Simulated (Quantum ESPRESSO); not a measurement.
Al2Pt under changes of volume

One of the cells (17.202 Å³/atom); the others are scaled copies at fixed shape and fractional positions:

```
Pt Al
1.0
     0.00000    2.95500    2.95500
     2.95500    0.00000    2.95500
     2.95500    2.95500    0.00000
Pt Al
1 2
Direct
  0.00000 0.00000 0.00000
  0.75000 0.75000 0.75000
  0.25000 0.25000 0.25000
```

- Program: Quantum ESPRESSO 7.5
- Functional: PBEsol
- Potentials or basis: GBRV 1.5 PBEsol
- Cutoff: 612 eV
- Density cutoff: 4898 eV
- k mesh: 8 × 8 × 8
- Occupations: fermi-dirac, width 0.05 eV
- Spin: no spin polarisation

| volume (Å³/atom) | energy over the lowest point (meV/atom) | pressure (GPa) |
| --- | --- | --- |
| 16.170 | 22.07 | 8.3 |
| 16.514 | 7.79 | 4.8 |
| 16.858 | 0.70 | 1.6 |
| 17.202 | 0.00 | -1.2 |
| 17.546 | 5.12 | -3.8 |
| 17.890 | 15.37 | -6.0 |
| 18.234 | ? | ? |

What does the run at 18.234 Å³/atom give?

Energy over the lowest point 30.27 meV/atom; pressure -8.1 GPa.

Worked out: A Birch-Murnaghan fit of order 3 (a polynomial in V^(-2/3)) to the other rows has its minimum at 17.07 Å³/atom with B0 = V·E''(V) = 139 GPa and B' = 4.4. It gives 30.28 meV/atom at 18.234 Å³/atom, against the run's 30.27, and -dE/dV = -7.9 GPa, against -8.1.

Energies are extrapolated to zero smearing.
